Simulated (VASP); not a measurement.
Here is a VASP 6.6.1 calculation.

File INCAR:

```
SYSTEM = Ir
PREC = Accurate ; ENCUT = 600
EDIFF = 1E-7 ; ISMEAR = 0
SIGMA = 0.1 ; LREAL = .FALSE.
LASPH = .TRUE. ; NELM = 80
ALGO = Normal ; ISIF = 3
LWAVE = .FALSE. ; LCHARG = .FALSE.
GGA = PS ; IBRION = 2
NSW = 90 ; EDIFFG = -0.005
```

KPOINTS

```
Automatic mesh
0
G
  6 6 6
  0 0 0
```

The input POSCAR:

```
Ir
1.0
    0.0000000000      1.9269646700      1.9269646700
    1.9269646700      0.0000000000      1.9269646700
    1.9269646700      1.9269646700      0.0000000000
Ir
1
Direct
    0.0000000000      0.0000000000      0.0000000000
```

Potentials or basis: VASP PAW PBE potentials, release 64 (Ir).

Command:

```console
$ cat potpaw_PBE.64/Ir/POTCAR > POTCAR
$ mpirun -np 1 vasp_std > vasp.out
```

**Question.** Estimate the relaxed cell.

**Answer.** a = 2.713 Å, b = 2.713 Å, c = 2.713 Å, α = 60.00°, β = 60.00°, γ = 60.00°.

**Question.** What does it give for the relaxed volume?

**Answer.** 14.12 Å³/atom.

**Question.** Estimate the band gap on the k mesh.

**Answer.** None (metal or under the smearing width).

**Question.** Estimate the space group after relaxing (to 0.05 Å).

**Answer.** Fm-3m (No. 225).

The path:
| step | energy change (eV) | largest force (eV/Å) | pressure (GPa) | volume (Å³) |
| --- | --- | --- | --- | --- |
| 1 | 0.0000 | 0.0000 | -5.13 | 14.31 |
| 2 | 0.0484 | 0.0000 | 23.79 | 13.38 |
| 3 | -0.0032 | 0.0000 | -0.11 | 14.12 |
| 4 | -0.0032 | 0.0000 | -0.01 | 14.12 |

Caveat: the k mesh is coarse (spacing up to 0.47 Å⁻¹), so the values aren't converged; the PAW data sets were made with another functional, which shifts forces and pressure a little. The run has no spin-orbit coupling, so splittings on Ir are missing.
